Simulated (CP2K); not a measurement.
# MgO (Fm-3m) in CP2K: further runs

The runs below take MgO through single point, with PBE+D4, PBE+rVV10, PBE+D3(BJ)+ATM.

All numbers are computed with CP2K 2026.2; they aren't measurements. Logs are shortened: lines on timing, memory, paths and dates and some standing lists are left out, and cuts for length are marked.

**What was measured.**

From “Electronic structure of alkaline earth and post-transition metal oxides”, 2009, arxiv:0908.1581, for a bulk crystal of MgO: band gap 7.83 eV.

How close the calculation comes is told below.

**1. The structure**

The structure is cubic, space group Fm-3m (No. 225). The conventional cell has a = 4.194 Å, b = 4.194 Å, c = 4.194 Å, α = 90.00°, β = 90.00°, γ = 90.00°. Mg (site symmetry m-3m) has 6 O at 2.10 Å as nearest neighbours. O (site symmetry m-3m) is surrounded by 6 Mg at 2.10 Å.

The cell is a database's computed one.

**2. Single point, PBE+D4**

Contents of mgo_scf.inp:

```
&GLOBAL
  PROJECT mgo_scf
  RUN_TYPE ENERGY_FORCE
  PRINT_LEVEL LOW
&END GLOBAL
&FORCE_EVAL
  METHOD QS
  STRESS_TENSOR ANALYTICAL
  &DFT
    BASIS_SET_FILE_NAME BASIS_MOLOPT_UZH
    POTENTIAL_FILE_NAME POTENTIAL_UZH
    &MGRID
      CUTOFF 1400
      REL_CUTOFF 60
      NGRIDS 4
    &END MGRID
    &QS
      METHOD GPW
      EPS_DEFAULT 1.0E-9
    &END QS
    &KPOINTS
      SCHEME MONKHORST-PACK 11 11 11
      GAMMA_CENTERED T
      SYMMETRY T
      SYMMETRY_BACKEND SPGLIB
    &END KPOINTS
    &SCF
      SCF_GUESS ATOMIC
      EPS_SCF 1.0E-6
      MAX_SCF 100
      ADDED_MOS 10
      CHOLESKY OFF
      EPS_EIGVAL 1.0E-7
      &DIAGONALIZATION ON
        ALGORITHM STANDARD
      &END DIAGONALIZATION
      &MIXING ON
        METHOD BROYDEN_MIXING
        ALPHA 0.4
        BETA 1.5
        NBUFFER 8
      &END MIXING
      &SMEAR ON
        METHOD FERMI_DIRAC
        ELECTRONIC_TEMPERATURE [K] 580.226
      &END SMEAR
    &END SCF
    &XC
      &XC_FUNCTIONAL
        &GGA_X_PBE
        &END GGA_X_PBE
        &GGA_C_PBE
        &END GGA_C_PBE
      &END XC_FUNCTIONAL
      &VDW_POTENTIAL
        POTENTIAL_TYPE PAIR_POTENTIAL
        &PAIR_POTENTIAL
          TYPE DFTD4
          REFERENCE_FUNCTIONAL PBE
          D4_CUTOFF 20
        &END PAIR_POTENTIAL
      &END VDW_POTENTIAL
    &END XC
    &PRINT
      &KPOINTS ON
      &END KPOINTS
      &MULLIKEN ON
      &END MULLIKEN
      &MO ON
        ENERGIES T
        OCCUPATION_NUMBERS T
        &EACH
          QS_SCF 0
        &END EACH
        ADD_LAST NUMERIC
      &END MO
    &END PRINT
  &END DFT
  &SUBSYS
    &CELL
      A 2.9656078099 0.0000000000 0.0000000000
      B 1.4828039049 2.5682917010 0.0000000000
      C 1.4828039049 0.8560972337 2.4214086371
      PERIODIC XYZ
    &END CELL
    &COORD
      SCALED
      Mg  0.0000000000 0.0000000000 0.0000000000
      O   0.5000000000 0.5000000000 0.5000000000
    &END COORD
    &KIND Mg
      BASIS_SET TZVP-MOLOPT-PBE-GTH-q10
      POTENTIAL GTH-PBE-q10
    &END KIND
    &KIND O
      BASIS_SET TZVP-MOLOPT-PBE-GTH-q6
      POTENTIAL GTH-PBE-q6
    &END KIND
    &PRINT
      &ATOMIC_COORDINATES ON
      &END ATOMIC_COORDINATES
      &CELL ON
      &END CELL
    &END PRINT
  &END SUBSYS
  &PRINT
    &FORCES ON
    &END FORCES
    &STRESS_TENSOR ON
    &END STRESS_TENSOR
  &END PRINT
&END FORCE_EVAL
```

Potentials or basis: POTENTIAL_UZH Mg GTH-PBE-q10, O GTH-PBE-q6; TZVP-MOLOPT-PBE-GTH basis.

Run with:

```console
> OMP_NUM_THREADS=1 cp2k.psmp -i mgo_scf.inp -o mgo_scf.out
```

mgo_scf.out:

```text

 CP2K| version string:                                       CP2K version 2026.2
 CP2K| Input file name                                               mgo_scf.inp

 GLOBAL| Force Environment number                                              1
 GLOBAL| Basis set file name                                    BASIS_MOLOPT_UZH
 GLOBAL| Potential file name                                       POTENTIAL_UZH
 GLOBAL| MM Potential file name                                     MM_POTENTIAL
 GLOBAL| Coordinate file name                                      __STD_INPUT__
 GLOBAL| Method name                                                        CP2K
 GLOBAL| Project name                                                    mgo_scf
 GLOBAL| Run type                                                   ENERGY_FORCE
 GLOBAL| FFT library                                                       FFTW3
 GLOBAL| Diagonalization library                                       ScaLAPACK
 GLOBAL| Cholesky decomposition library                                ScaLAPACK
 GLOBAL| DGEMM library                                                      BLAS
 GLOBAL| Direct generalized diagonalization requested                          F
 GLOBAL| Matrix multiplication library                                 ScaLAPACK
 GLOBAL| Global print level                                                  LOW
 GLOBAL| Total number of message passing processes                             1
 GLOBAL| Number of threads for this process                                    1
 GLOBAL| CPU model name                                 Intel(R) Xeon(R) 6975P-C

 CELL| Volume [angstrom^3]:                                            18.442770
 CELL| Vector a [angstrom]:       2.966     0.000     0.000   |a| =     2.965608
 CELL| Vector b [angstrom]:       1.483     2.568     0.000   |b| =     2.965608
 CELL| Vector c [angstrom]:       1.483     0.856     2.421   |c| =     2.965608
 CELL| Angle (b,c), alpha [degree]:                                    60.000000
 CELL| Angle (a,c), beta  [degree]:                                    60.000000
 CELL| Angle (a,b), gamma [degree]:                                    60.000000
 CELL| Numerically orthorhombic:                                              NO
 CELL| Periodicity                                                           XYZ

 CELL_REF| Volume [angstrom^3]:                                        18.442770
 CELL_REF| Vector a [angstrom     2.966     0.000     0.000   |a| =     2.965608
 CELL_REF| Vector b [angstrom     1.483     2.568     0.000   |b| =     2.965608
 CELL_REF| Vector c [angstrom     1.483     0.856     2.421   |c| =     2.965608
 CELL_REF| Angle (b,c), alpha [degree]:                                60.000000
 CELL_REF| Angle (a,c), beta  [degree]:                                60.000000
 CELL_REF| Angle (a,b), gamma [degree]:                                60.000000
 CELL_REF| Numerically orthorhombic:                                          NO
 CELL_REF| Periodicity                                                       XYZ
[... 9 lines left out ...]
 TOTAL NUMBERS AND MAXIMUM NUMBERS

  Total number of            - Atomic kinds:                                   2
                             - Atoms:                                          2
                             - Shell sets:                                     2
                             - Shells:                                        13
                             - Primitive Cartesian functions:                 12
                             - Cartesian basis functions:                     28
                             - Spherical basis functions:                     27

  Maximum angular momentum of- Orbital basis functions:                        2
                             - Local part of the GTH pseudopotential:          2
                             - Non-local part of the GTH pseudopotential:      1

 MODULE QUICKSTEP: ATOMIC COORDINATES IN ANGSTROM

   Atom Kind Element         X             Y             Z       Z(eff)     Mass
      1    1 Mg   12      0.000000      0.000000      0.000000  10.0000  24.3050
      2    2 O     8      2.965608      1.712194      1.210704   6.0000  15.9994

 SCF PARAMETERS         Density guess:                                    ATOMIC
                        --------------------------------------------------------
                        max_scf:                                             100
[... 7 lines left out ...]
                        --------------------------------------------------------
                        level_shift [a.u.]:                             0.000000
                        added MOs                                        10    0
                        --------------------------------------------------------
                        Mixing method:                            BROYDEN_MIXING
                                                charge density mixing in g-space
                        --------------------------------------------------------
                        Smear method:                                FERMI_DIRAC
                        Electronic temperature [K]:                        580.2
                        Electronic temperature [a.u.]:                  1.84E-03
                        Accuracy threshold:                             1.00E-10
                        --------------------------------------------------------
                        No outer SCF

 *******************************************************************************
                                    Kpoints
 *******************************************************************************
 BRILLOUIN| K-point scheme                                        Monkhorst-Pack
 BRILLOUIN| K-Point grid                                            11   11   11
 BRILLOUIN| Gamma-centered k-point mesh                                     ON
 BRILLOUIN| K-point symmetry accuracy                               0.100000E-05
 BRILLOUIN| K-Point point group symmetrization                                ON
 BRILLOUIN| Symmetry backend                                             SPGLIB
 BRILLOUIN| Symmetry reduction method                                    SPGLIB
 BRILLOUIN| Wavefunction type                                            COMPLEX
 BRILLOUIN| List of Kpoints [2 Pi/Bohr]                                       56
 BRILLOUIN| Number           Weight            X              Y              Z
 BRILLOUIN|     1           0.00601       -0.45455       -0.45455       -0.45455
 BRILLOUIN|     2           0.01803       -0.45455       -0.45455       -0.36364
 BRILLOUIN|     3           0.01803       -0.45455       -0.45455       -0.27273
 BRILLOUIN|     4           0.01803       -0.45455       -0.45455       -0.18182
 BRILLOUIN|     5           0.01803       -0.45455       -0.45455       -0.09091
 BRILLOUIN|     6           0.00451       -0.45455       -0.45455        0.00000
[... 32 lines left out ...]
 BRILLOUIN|    39           0.01803       -0.36364       -0.27273       -0.27273
 BRILLOUIN|    40           0.03606       -0.36364       -0.27273       -0.18182
 [... further k-points ...]
 *******************************************************************************

 Extrapolation method: initial_guess

 Number of electrons:                                                         16
 Number of occupied orbitals:                                                  8
 Number of molecular orbitals:                                                18

 Number of orbital functions:                                                 27
 Number of independent orbital functions:                                     27

 SCF WAVEFUNCTION OPTIMIZATION

  Step     Update method      Time    Convergence         Total energy    Change
  ------------------------------------------------------------------------------
     1 NoMix/Diag. 0.40E+00    2.9     1.07987419       -79.8025257493 -7.98E+01
     2 Broy./Diag. 0.40E+00    2.8     0.11659614       -77.9661849087  1.84E+00
     3 Broy./Diag. 0.40E+00    2.8     0.08273362       -79.1456074450 -1.18E+00
     4 Broy./Diag. 0.40E+00    2.8     0.06924061       -79.5338854396 -3.88E-01
     5 Broy./Diag. 0.40E+00    2.8     0.01877621       -79.4895105619  4.44E-02
     6 Broy./Diag. 0.40E+00    2.8     0.00435873       -79.5073945021 -1.79E-02
     7 Broy./Diag. 0.40E+00    2.8     0.00058010       -79.4926462258  1.47E-02
     8 Broy./Diag. 0.40E+00    2.8     0.00146151       -79.4936884024 -1.04E-03
     9 Broy./Diag. 0.40E+00    2.8     0.00093125       -79.4935227390  1.66E-04
    10 Broy./Diag. 0.40E+00    2.8     0.00010917       -79.4927469005  7.76E-04
    11 Broy./Diag. 0.40E+00    2.8     0.00000915       -79.4928122411 -6.53E-05
    12 Broy./Diag. 0.40E+00    2.8     0.00000122       -79.4928401068 -2.79E-05
    13 Broy./Diag. 0.40E+00    2.8     0.00000213       -79.4928389193  1.19E-06
    14 Broy./Diag. 0.40E+00    2.8     0.00000002       -79.4928388154  1.04E-07

  *** SCF run converged in    14 steps ***

  Electronic density on regular grids:        -15.9999998356        0.0000001644
  Core density on regular grids:               15.9999999981       -0.0000000019
  Total charge density on r-space grids:        0.0000001626
  Total charge density g-space grids:           0.0000001626

  Overlap energy of the core charge distribution:               0.00000000000000
  Self energy of the core charge distribution:               -187.94234413925506
  Core Hamiltonian energy:                                     55.40283371995982
  Hartree energy:                                              65.34668760544658
  Exchange-correlation energy:                                -12.28767158346295
  Dispersion energy:                                           -0.01234441813157
  Electronic entropic energy:                                  -0.00000000000000
  Fermi energy:                                                 0.33000642613729

  Total energy:                                               -79.49283881544319
  Total energy (extrapolated to T->0):                        -79.49283881544319

 MO| EIGENVALUES AND OCCUPATION NUMBERS FOR K POINT 1
 MO|
 MO|  Index      Eigenvalue [a.u.]        Eigenvalue [eV]             Occupation
 MO|      1              -2.405053             -65.444809               2.000000
 MO|      2              -1.186192             -32.277928               2.000000
 MO|      3              -1.183293             -32.199029               2.000000
 MO|      4              -1.183293             -32.199029               2.000000
 MO|      5              -0.329537              -8.967149               2.000000
 MO|      6               0.090368               2.459049               2.000000
[... 335 lines left out ...]
 MO|     17               2.016402              54.869081               0.000000
 MO|     18               2.135276              58.103826               0.000000
 MO| Sum:                                                              16.000000
 MO| E(Fermi):            0.330006 a.u.          8.979932 eV
 MO| Band gap:            0.392966 a.u.         10.693151 eV

 [... the levels of further k-points ...]

 !-----------------------------------------------------------------------------!
                     Mulliken Population Analysis

 #  Atom  Element  Kind  Atomic population                           Net charge
       1     Mg       1          8.011395                              1.988605
       2     O        2          7.988605                             -1.988605
 # Total charge                             16.000000                 -0.000000

 !-----------------------------------------------------------------------------!

 ENERGY| Total FORCE_EVAL ( QS ) energy [hartree]            -79.492838727381525

 FORCES| Atomic forces [hartree/bohr]
 FORCES|   Atom     x               y               z               |f|
 FORCES|      1 -4.31014992E-14 -1.15528029E-14  5.30744666E-14   6.93405040E-14
 FORCES|      2 -8.82931036E-15 -3.64045017E-15  2.17728018E-14   2.37752917E-14
 FORCES| Sum    -5.19308095E-14 -1.51932530E-14  7.48472685E-14
 FORCES| Total atomic force                                       9.23566863E-14

 STRESS| Analytical stress tensor [bar]
 STRESS|                        x                   y                   z
 STRESS|      x        7.67054512923E+04   7.89146792791E+01   5.59816953491E+01
 STRESS|      y        7.89146792791E+01   7.66208187992E+04   3.19695177505E+01
 STRESS|      z        5.59816953491E+01   3.19695177505E+01   7.65944216836E+04
 STRESS| 1/3 Trace                                             7.66402305917E+04
 STRESS| Determinant                                           4.50162581196E+14

 STRESS| Eigenvectors and eigenvalues of the analytical stress tensor [bar]
 STRESS|                        1                   2                   3
 STRESS| Eigenvalues   7.65709179401E+04   7.65741652669E+04   7.67756085681E+04
 STRESS|      x          -0.476319837794     -0.343125475712      0.809558101708
 STRESS|      y           0.205561653602      0.851743441251      0.481951778557
 STRESS|      z           0.854905736729     -0.395977295061      0.335168857598
```

Wall time 46 s (1 thread of Intel Xeon 6975P-C (Granite Rapids), shared host); peak memory 0.46 GiB.

What came out:

```
Free energy            : -2163.1101 eV
Pressure               : 7.7 GPa
Band gap on the k mesh : 4.82 eV, direct
Mulliken charges       : Mg +1.99; O -1.99 e
```

Caveat: Mulliken charges move with the basis; the basis of atomic orbitals isn't converged, which shifts pressures, moduli and gaps.

[end of part 1 of 2]
